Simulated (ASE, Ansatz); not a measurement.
# Localised basis functions on C(110) slab, H on the bottom face (150 atoms)

Aim: test how closely localised support functions follow the reference on C(110) slab, H on the bottom face (150 atoms), and at what cost. A setting counts as converged where the r.m.s. difference of forces stays under 1 % of the r.m.s. force.

Program: Ansatz 0.2.0. Level of theory: Kohn-Sham DFT, LDA, PAW (set soft_2), plane waves. Results are calculated unless marked as measured.

### 1. Starting point

The cell holds 150 atoms: 120 C and 30 H. Its edges and angles: a = 12.611 Å, b = 10.701 Å, c = 16.673 Å, α = 90.0°, β = 90.0°, γ = 90.0°. It derives from C (diamond-structure). Diamond-structure C (a = 3.567 Å), (110) slab of 4 atomic planes, 5 x 3 surface cells, H on the broken bonds of the bottom face, 12 Å of vacuum; displaced by a Gaussian of 0.02 Å. Regions: slab, 120 atoms (120 C); hydrogen, 30 atoms (30 H). Vacuum lies along c.

What the set-up can't give: Beside vacuum, support functions can miss their usual error bounds without a warning. The main run has no spin polarisation, so any moments at edges, vacancies or dangling bonds can't form in it. Only the Γ point is sampled, in a cell whose shortest periodic width is 11 Å.

### 2. Plane-wave single point

This run is the reference for what follows, at a cutoff of 420 eV.

Contents of input.yaml:

```yaml
crystal:
  lattice:
    - [12.61125, 0.0, 0.0]
    - [0.0, 10.701, 0.0]
    - [0.0, 0.0, 16.67336]
  atoms:
    - { symbol: C, position: [0.90047, 0.16544, 0.41293] }
    - { symbol: C, position: [0.99961, 0.08516, 0.41303] }
    - { symbol: C, position: [0.00217, 0.99974, 0.48849] }
    - { symbol: C, position: [0.89902, 0.25417, 0.48897] }
    - { symbol: C, position: [0.9023, 0.16843, 0.56486] }
    - { symbol: C, position: [0.99946, 0.08842, 0.5656] }
    - { symbol: C, position: [0.00217, 0.00169, 0.64037] }
    - { symbol: C, position: [0.90177, 0.24913, 0.63892] }
    - { symbol: C, position: [0.09832, 0.16984, 0.41386] }
    - { symbol: C, position: [0.20297, 0.08428, 0.41464] }
    - { symbol: C, position: [0.20086, 0.00279, 0.48964] }
    - { symbol: C, position: [0.0974, 0.24821, 0.48783] }
    - { symbol: C, position: [0.09936, 0.16766, 0.56343] }
    - { symbol: C, position: [0.20103, 0.07858, 0.56612] }
    - { symbol: C, position: [0.19908, 0.99802, 0.64216] }
    - { symbol: C, position: [0.1023, 0.25191, 0.64232] }
    - { symbol: C, position: [0.89824, 0.49744, 0.41429] }
    - { symbol: C, position: [0.99448, 0.41753, 0.41387] }
    - { symbol: C, position: [0.99832, 0.33644, 0.48642] }
    - { symbol: C, position: [0.89793, 0.58318, 0.48766] }
    - { symbol: C, position: [0.89746, 0.49951, 0.56589] }
    - { symbol: C, position: [0.00018, 0.41936, 0.56425] }
    - { symbol: C, position: [0.99795, 0.33883, 0.64086] }
    - { symbol: C, position: [0.90253, 0.58404, 0.64267] }
    - { symbol: C, position: [0.30051, 0.16808, 0.41526] }
    - { symbol: C, position: [0.40003, 0.08245, 0.41286] }
    - { symbol: C, position: [0.40192, 4.0e-05, 0.4892] }
    - { symbol: C, position: [0.2959, 0.25033, 0.49106] }
    - { symbol: C, position: [0.30223, 0.17017, 0.56295] }
    - { symbol: C, position: [0.39773, 0.08338, 0.56612] }
    - { symbol: C, position: [0.39993, 0.00077, 0.64146] }
    - { symbol: C, position: [0.30173, 0.24864, 0.63884] }
    [... 112 atom lines left out ...]
    - { symbol: H, position: [0.69971, 0.56207, 0.35723] }
    - { symbol: H, position: [0.79997, 0.36072, 0.3603] }
    - { symbol: H, position: [0.50122, 0.89411, 0.35886] }
    - { symbol: H, position: [0.59799, 0.69373, 0.36026] }
    - { symbol: H, position: [0.69926, 0.89492, 0.36096] }
    - { symbol: H, position: [0.79975, 0.69219, 0.3592] }
kpoints:
  mp_grid: { grid: [1, 1, 1] }
hamiltonian:
  xc: lda
scf:
  occupations: { method: fermi_dirac, width: 0.05 }
output:
  forces: true
  populations: true
  dos:
    method: { smearing: { sigma: 0.15 } }
    de: 0.1
    projected:
      site_lists:
        C: [C]
        H: [H]
        hydrogen: [120, 121, 122, 123, 124, 125, 126, 127, 128, 129, 130, 131, 132, 133, 134, 135, 136, 137, 138, 139, 140, 141, 142, 143, 144, 145, 146, 147, 148, 149]
  eigenvalues: true
  write_density: true
  write_potential: true
  volumetric_format: npy
```

On the command line:

```sh
$ ansatz run input.yaml --threads 8 --pin off --max-ram 15872MiB --backend cpu --events-out ev --progress --plain --runs-dir out
```

Output:

```text
Engine: ansatz 0.2.0, aarch64-unknown-linux-gnu
Pseudopotentials: kind: paw
Pseudopotential: C, paw, valence charge 4, recommended cutoff 420 eV (normal), C.paw.azcp
Pseudopotential: H, paw, valence charge 1, recommended cutoff 420 eV (normal), H.paw.azcp
[... 3 lines on functional and potentials left out ...]
Crystal: 150 atoms, lattice volume = 2250.120 Å³
Basis set: ecut = 420 eV, 43971 PW (Γ)
Bands: 405, of which v1, the nominal top of the filled ones, is band 255 counted from 1 (254 counted from 0)
Symmetry: 1 space group operations
Space group: P1 (ITA 1), of the structure as read, at distance tolerance 1.3e-4 Å
k-points: 1
[... 6 lines on functional and potentials left out ...]
Initial density: superposition of atomic densities (neutral atoms: chi_scale 0, normalization atom), corrected by the library's trained network
Initial wavefunctions: pseudopotential atomic-orbital guess
Functional: x = slater, c = lda
SCF iter   1: F=—  HF=-29565.881290 eV  |F-HF|=—  |Δ(HF+E_count)|=         —  Δρ=9.72e-3  dr2=1.02e1  ethr=1.77e-3  ⟨swp⟩=8.0  Hψ=2141  notcnv=0  defer=121
preconditioner: auto → LDOS  [insulator: Δε(μ)=0.256 eV  Ē_g=14.977 eV  σ=0.050 eV  W_gap=0.85  n_scr=364 (ndim 8)  ℏωp=17.7 eV  f_vac=0.553  D(μ)=7.95/eV (n_scr^D=20)  ε∞_Penn≈2.4  β→1.0]
SCF iter   2: F=—  HF=-29564.558912 eV  |F-HF|=—  |Δ(HF+E_count)|=    1.32e0  Δρ=5.89e-3  dr2=1.40e0  ethr=1.77e-3  ⟨swp⟩=4.0  Hψ=664  notcnv=0  defer=130
preconditioner: auto → Resta (q_TF=auto, 2.130 Å⁻¹)  ε∞=2.4  [insulator: Δε(μ)=0.601 eV  Ē_g=14.914 eV  σ=0.050 eV  W_gap=1.00  n_scr=364 (ndim 8)  ℏωp=17.7 eV  f_vac=0.554  D(μ)=0.37/eV (n_scr^D=0)  ε∞_Penn≈2.4  vacuum switching on, ρ_ref=1.6e-2 e/Å³  β→0.5]
SCF iter   3: F=—  HF=-29564.284827 eV  |F-HF|=—  |Δ(HF+E_count)|=   2.74e-1  Δρ=4.18e-3  dr2=6.95e-1  ethr=2.74e-4  ⟨swp⟩=3.0  Hψ=655  notcnv=0  defer=130
SCF iter   4: F=—  HF=-29564.231833 eV  |F-HF|=—  |Δ(HF+E_count)|=   5.30e-2  Δρ=3.61e-3  dr2=5.53e-1  ethr=1.36e-4  ⟨swp⟩=2.0  Hψ=451  notcnv=0  defer=130
SCF iter   5: F=—  HF=-29564.183051 eV  |F-HF|=—  |Δ(HF+E_count)|=   4.88e-2  Δρ=9.93e-4  dr2=3.73e-2  ethr=1.08e-4  ⟨swp⟩=2.0  Hψ=276  notcnv=0  defer=130
SCF iter   6: F=—  HF=-29564.185185 eV  |F-HF|=—  |Δ(HF+E_count)|=   2.13e-3  Δρ=1.15e-3  dr2=6.22e-2  ethr=7.32e-6  ⟨swp⟩=2.0  Hψ=492  notcnv=0  defer=130
SCF iter   7: F=—  HF=-29564.180431 eV  |F-HF|=—  |Δ(HF+E_count)|=   4.75e-3  Δρ=3.51e-4  dr2=7.24e-3  ethr=7.32e-6  ⟨swp⟩=1.0  Hψ=466  notcnv=0  defer=130
SCF iter   8: F=—  HF=-29564.179925 eV  |F-HF|=—  |Δ(HF+E_count)|=   5.05e-4  Δρ=1.58e-4  dr2=1.83e-3  ethr=1.42e-6  ⟨swp⟩=2.0  Hψ=294  notcnv=0  defer=130
SCF iter   9: F=—  HF=-29564.179858 eV  |F-HF|=—  |Δ(HF+E_count)|=   6.72e-5  Δρ=8.66e-5  dr2=2.24e-4  ethr=3.58e-7  ⟨swp⟩=2.0  Hψ=282  notcnv=0  defer=130
SCF iter  10: F=—  HF=-29564.179866 eV  |F-HF|=—  |Δ(HF+E_count)|=   7.57e-6  Δρ=5.00e-5  dr2=5.56e-5  ethr=4.39e-8  ⟨swp⟩=2.0  Hψ=519  notcnv=0  defer=130
SCF iter  11: F=—  HF=-29564.180523 eV  |F-HF|=—  |Δ(HF+E_count)|=   6.57e-4  Δρ=4.07e-5  dr2=8.06e-5  ethr=1.09e-8  ⟨swp⟩=2.0  Hψ=521  notcnv=0  defer=130
SCF iter  12: F=—  HF=-29564.180520 eV  |F-HF|=—  |Δ(HF+E_count)|=   2.19e-6  Δρ=2.08e-5  dr2=1.56e-5  ethr=1.09e-8  ⟨swp⟩=2.0  Hψ=294  notcnv=0  defer=130
SCF iter  13: F=—  HF=-29564.180523 eV  |F-HF|=—  |Δ(HF+E_count)|=   2.23e-6  Δρ=1.51e-5  dr2=1.69e-5  ethr=3.06e-9  ⟨swp⟩=2.0  Hψ=378  notcnv=0  defer=130
SCF iter  14: F=—  HF=-29564.180522 eV  |F-HF|=—  |Δ(HF+E_count)|=   5.90e-7  Δρ=6.06e-6  dr2=5.85e-7  ethr=3.06e-9  ⟨swp⟩=1.0  Hψ=275  notcnv=0  defer=130
SCF iter  15: F=—  HF=-29564.180522 eV  |F-HF|=—  |Δ(HF+E_count)|=   2.38e-7  Δρ=3.81e-6  dr2=6.06e-7  ethr=1.15e-10  ⟨swp⟩=2.0  Hψ=490  notcnv=0  defer=130
SCF iter  16: F=—  HF=-29564.180522 eV  |F-HF|=—  |Δ(HF+E_count)|=   3.61e-9  Δρ=2.17e-6  dr2=2.49e-7  ethr=1.15e-10  ⟨swp⟩=2.0  Hψ=293  notcnv=0  defer=130
SCF iter  17: F=-29564.180522 eV  HF=-29564.180522 eV  |F-HF|=1.91e-9  |Δ(HF+E_count)|=   9.69e-9  Δρ=6.58e-7  dr2=1.11e-8  ethr=1.96e-11  ⟨swp⟩=37.0  Hψ=5084  notcnv=0
SCF 1 converged in 17 iterations: F = -29564.180522 eV  dr2 = 1.11e-8
  greatest PAW one-centre occupation: 0.649 electrons in one spin orbital (limit 2), on the C atom at site 16 (counted from 0), in its partial waves of l = 0
WARN: The output density's exchange-correlation potential varies sharply where the density is thin. Do not read a vacuum level from v_tot or v_xc, or from such a field of the output density. On a cell that repeats whose density bears no net charge and no dipole along the vacuum's axis use v_es (v_loc + v_h of the components); [...]
SCF converged after 17 iterations
Free energy (F): -29564.180522 eV
Harris-Foulkes:  -29564.180522 eV  (|F-HF|=1.91e-9)
Internal energy: -29564.174924 eV  (E = F + TS)
E sigma→0 (E₀):  -29564.177723 eV
Entropy (-TS):   -0.005599 eV (-0.037 meV/atom)
Fermi energy:    1.118774 eV
--- Per-component energies (eV) ---
  E_band       = -3844.340804
  E_kinetic    = 11279.538271
  E_local      = -229637.029694  (includes V_loc(G=0)·N_el)
  E_nonlocal   = 3372.351110
  E_hartree    = 109750.906829
  E_xc         = -5982.691652
  E_vxc        = -7457.600372  (∫ρ·V_xc dr)
  E_paw        = -11010.046058  (= ΣΔE_a)
  E_vpaw       = -903.397616  (= ΣTr[D̂ρ^β])
  E_aug_tail   = -0.039188  (compensation charges beyond the density's cutoff)
  E_ewald      = 92655.295558
  E_core_change = 7.539901  (= ΣΔE_core)
  E_smearing   = -0.005599  (= −TS)
  E_closure    = 0.000000  (closes the sum)
  Σ components = -29564.180522   (vs F -29564.180522, Δ=0.00e0)
--- Forces (eV/Å), atoms counted from 1 ---
  atom   1  C     -0.71746041    -0.23345609     0.56873260
  atom   2  C      0.44278604     1.07338354     1.24449134
  atom   3  C     -1.39248337     0.56470406    -0.03730959
  atom   4  C      0.90070753    -1.31442749    -0.73461470
  atom   5  C     -1.14796231    -1.38584864     0.74161979
  atom   6  C      1.03693152    -0.47467505     0.54994715
  atom   7  C     -1.36252174    -3.95276675    -1.75208799
  atom   8  C     -0.35820156     5.53174468    -0.80524265
  atom   9  C      0.89183075    -2.67245626     0.05099284
  atom  10  C     -1.44644816     1.26953411    -0.25543538
  atom  11  C      0.19873849    -2.20184064    -0.72909387
  atom  12  C      1.01075448     1.98335651     0.25247589
  atom  13  C      0.49229648    -1.14383921     2.23425094
  atom  14  C     -0.45129076     3.34451475     0.68230350
[...]
atom 149  H      0.12950659    -0.18983471    -0.44183645
  atom 150  H      0.07575383     0.13017999     0.36506669
  max |Σ_I F_I| component: 3.64e-3 eV/Å
--- Band table (eV) ---
  k-point 0: bands = ["-19.6431", "-18.9433", "-18.8948", "-18.6577", [... 389 levels ...], "9.9720", "9.9876", "10.0650", "10.0763", "10.1143", "10.1358", "10.1618", "10.1920", "10.2004", "10.2072", "10.2176", "10.2331"]
--- Löwdin populations: 150 sites ---
  site symbol       q [e]
     0      C      4.1193
     1      C      4.1268
     2      C      3.9831
[...]
149      H      0.8437
  spilling = 0.005935 (of n_electrons = 510.000000)
```

It took 31 s on 8 threads of Arm Neoverse V1, shared host; peak memory 2.5 GiB; 3.9 min of CPU time.

The program notes that the exchange-correlation potential is rough where the density is thin.

Numbers from this run:

```
free energy                                      : -29564.1805 eV
free energy per atom                             : -197.0945 eV/atom
SCF cycles                                       : 17
r.m.s. force component                           : 1.672 eV/Å
longest force                                    : 5.889 eV/Å
Fermi energy                                     : 1.119 eV
gap (highest filled to lowest empty level) : 0.6475 eV
spilling of the projection                       : 0.005935
```

Neighbours are counted within 1.85 Å (C-C), 1.34 Å (C-H).

Length of the force by element and coordination:

| element | coordination | atoms | mean length of the force (eV/Å) | spread | least | most |
| --- | --- | --- | --- | --- | --- | --- |
| C | all | 120 | 2.85 | 1.46 | 0.396 | 5.89 |
| C | 3 | 30 | 4.91 | 0.461 | 3.94 | 5.89 |
| C | 4 | 90 | 2.16 | 0.939 | 0.396 | 4.74 |
| H | all | 30 | 0.845 | 0.528 | 0.178 | 2.01 |

Löwdin charges by element and coordination (they lack the spilled electrons, 0.020 e an atom on average):

| element | coordination | atoms | mean charge (e) | spread | least | most |
| --- | --- | --- | --- | --- | --- | --- |
| C | all | 120 | -0.0161 | 0.0657 | -0.140 | 0.0468 |
| C | 3 | 30 | 0.0056 | 0.0099 | -0.0187 | 0.0215 |
| C | 4 | 90 | -0.0233 | 0.0742 | -0.140 | 0.0468 |
| H | all | 30 | 0.165 | 0.0081 | 0.146 | 0.179 |

By region:

| region | atoms | mean length of the force (eV/Å) |
| --- | --- | --- |
| slab | 120 | 2.85 |
| hydrogen | 30 | 0.845 |

States in the cell by windows of 1 eV, zero at the Fermi level; the larger projections on atomic orbitals stand beside the total:

| from (eV) | to (eV) | total | C p | C s | H s | hydrogen |
| --- | --- | --- | --- | --- | --- | --- |
| -10 | -9 | 29.9 | 20.2 | 7.3 | 2.3 | 2.3 |
| -9 | -8 | 26.5 | 21.5 | 2.9 | 1.8 | 1.8 |
| -8 | -7 | 30.7 | 25.3 | 2.9 | 2.3 | 2.3 |
| -7 | -6 | 58.7 | 49.4 | 5.4 | 3.7 | 3.7 |
| -6 | -5 | 48.9 | 43.2 | 2.8 | 2.6 | 2.6 |
| -5 | -4 | 47.0 | 43.1 | 1.4 | 2.3 | 2.3 |
| -4 | -3 | 29.1 | 26.4 | 1.2 | 1.4 | 1.4 |
| -3 | -2 | 20.9 | 19.4 | 0.5 | 1.0 | 1.0 |
| -2 | -1 | 10.1 | 9.3 | 0.7 | 0.1 | 0.1 |
| -1 | 0 | 24.1 | 21.9 | 1.7 | 0.2 | 0.2 |
| 0 | 1 | 23.9 | 20.2 | 3.4 | 0.1 | 0.1 |
| 1 | 2 | 5.7 | 4.6 | 0.7 | 0.2 | 0.2 |
| 2 | 3 | 6.8 | 1.6 | 0.8 | 1.7 | 1.7 |
| 3 | 4 | 10.2 | 1.7 | 1.1 | 2.8 | 2.8 |
| 4 | 5 | 10.0 | 2.9 | 2.1 | 1.2 | 1.2 |

Between -22 and -10 eV lie 184 more states.

The levels nearest the highest filled one (over half full), pooled over k-points and spins:

| level less the highest filled one (eV) | occupation |
| --- | --- |
| -0.13 | 2 |
| -0.103 | 2 |
| -0.0736 | 2.00 |
| -0.0513 | 2.00 |
| -0.044 | 2.00 |
| 0 | 2.00 |
| 0.647 | 0.003 |
| 0.677 | 0.002 |
| 0.698 | 0.001 |
| 0.726 | 0.001 |
| 0.858 | 0 |
| 0.91 | 0 |

Planar average of the electrostatic potential energy along the normal, with the Fermi level as zero, after a running mean with a triangular window 4 Å wide at its base:

| height (Å) | potential energy (eV) |
| --- | --- |
| 0.0 | 4.62 |
| 0.4 | 4.48 |
| 1.0 | 4.29 |
| 1.4 | 4.15 |
| 1.9 | 3.96 |
| 2.4 | 3.82 |
| 2.8 | 3.68 |
| 3.3 | 3.47 |
| 3.8 | 3.27 |
| 4.3 | 2.67 |
| 4.7 | 1.79 |
| 5.1 | 0.25 |
| 5.7 | -2.50 |
| 6.1 | -4.83 |
| 6.7 | -8.02 |
| 7.1 | -9.57 |
| 7.5 | -10.46 |
| 8.1 | -11.39 |
| 8.5 | -11.27 |
| 9.0 | -11.10 |
| 9.4 | -11.05 |
| 9.9 | -10.03 |
| 10.4 | -7.98 |
| 10.8 | -5.83 |
| 11.4 | -1.75 |
| 11.8 | 0.95 |
| 12.2 | 3.05 |
| 12.8 | 4.98 |
| 13.2 | 5.51 |
| 13.8 | 5.55 |
| 14.2 | 5.44 |
| 14.6 | 5.31 |
| 15.1 | 5.13 |
| 15.6 | 4.99 |
| 16.1 | 4.80 |
| 16.5 | 4.66 |

Valence density in the cb plane at fractional x = 0.000, with atoms of C and H within 0.2 Å of it. It is the smooth field of the valence electrons, not physical close to the nuclei.

Ten even steps from '0' (0.0 e/Å³) to '9' (1.9 e/Å³), each cell a mean:
```
00000000000000011112587311368520000000000000
00000000000000000001243100123210000000000000
00000000000000000000011000011000000000000000
00000000000000000111000111100000000000000000
00000000000000001454101255310000000000000000
00000000000000014897422589632100000000000000
00000000000000048999777899876310000000000000
00000000000000147545899744699620000000000000
00000000000000011112487311368520000000000000
00000000000000000000233100133210000000000000
00000000000000000000011000011000000000000000
00000000000000000121000112100000000000000000
00000000000000001464101256310000000000000000
00000000000000014898423589632100000000000000
00000000000000048999877788876410000000000000
00000000000000147545999644589620000000000000
00000000000000011112586311257520000000000000
00000000000000000001233100123210000000000000
00000000000000000000111000011000000000000000
00000000000000000121000122100000000000000000
00000000000000002464101266310000000000000000
00000000000000014897422589632100000000000000
00000000000000048998766788776410000000000000
00000000000000147545899643589620000000000000
```
Columns run along c (16.7 Å), rows up along b (10.7 Å). Atoms in or near the plane, at fractional coordinates: C at (0.41, 0.09), C at (0.49, 0.00), C at (0.57, 0.09), C at (0.64, 0.00), C at (0.41, 0.42), C at (0.49, 0.34), C at (0.56, 0.42), C at (0.64, 0.34), C at (0.41, 0.75), C at (0.49, 0.67), C at (0.57, 0.75), C at (0.64, 0.67), H at (0.36, 0.02), H at (0.36, 0.36) and more.

Electrostatic potential energy in the cb plane at fractional x = 0.000, with atoms of C and H within 0.2 Å of it. With pseudopotentials it is smooth inside the atoms' cores, unlike the true potential.

Values in eV, 13 rows by 16 columns, each cell a mean:
```
  6   5   5   5   4   2   2 -18 -12  -3 -23   4   7   7   6   6
  6   5   5   5   4   4   2   2   2   2   3   6   7   7   6   6
  6   5   5   5   4   3 -22  -5 -10 -18   4   7   7   7   6   6
  6   5   5   5   4 -10 -39 -25 -27 -33 -19   5   7   7   6   6
  6   5   5   5   4  -4  -2 -27 -21 -10 -37   4   7   7   6   6
  6   5   5   5   4   4   3   0   1   2   1   6   7   7   6   6
  6   5   5   5   4   3  -8  -1  -3  -7   5   7   7   7   6   6
  6   5   5   5   4  -2 -44 -19 -25 -36  -7   6   7   7   6   6
  6   5   5   5   4 -12 -11 -36 -24 -14 -45   3   7   7   6   6
  6   5   5   5   4   3   3  -6  -2   1  -6   6   7   7   6   6
  6   5   5   5   4   4  -1   1   0  -1   5   7   7   7   6   6
  6   5   5   5   4   1 -38 -11 -19 -33   3   7   7   7   6   6
  6   5   5   5   4 -15 -25 -30 -25 -22 -36   4   7   7   6   6
```
Columns run along c (16.7 Å; values clipped at the 3rd and 97th percentile), rows up along b (10.7 Å). Atoms in or near the plane, at fractional coordinates: C at (0.41, 0.09), C at (0.49, 0.00), C at (0.57, 0.09), C at (0.64, 0.00), C at (0.41, 0.42), C at (0.49, 0.34), C at (0.56, 0.42), C at (0.64, 0.34), C at (0.41, 0.75), C at (0.49, 0.67), C at (0.57, 0.75), C at (0.64, 0.67), H at (0.36, 0.02), H at (0.36, 0.36) and more.

Mean Löwdin charges: C -0.02, H +0.17 e (they miss 0.59 % of the electrons, so they add up to more than the cell's charge). Charges this small depend on the projection, at times even in sign. The largest share in the top eV of filled states is C p (91 % of the projected weight), and in the lowest eV of empty states C p (85 % of the projected weight). The potential slopes across the vacuum by 0.34 eV/Å: the slab bears a dipole, and with periodic images along the normal there is no flat vacuum level to read.

[end of part 1 of 2]

[Logs are printed without paths, hosts, clocks, repeated set-up lines and the standing remarks that a program may print on its own settings, such as how far it seeks lower states.]

[Hosts, paths, dates, database ids (printed as entryN), source tags and the programs' standing remarks are cut or masked in the printed files.]
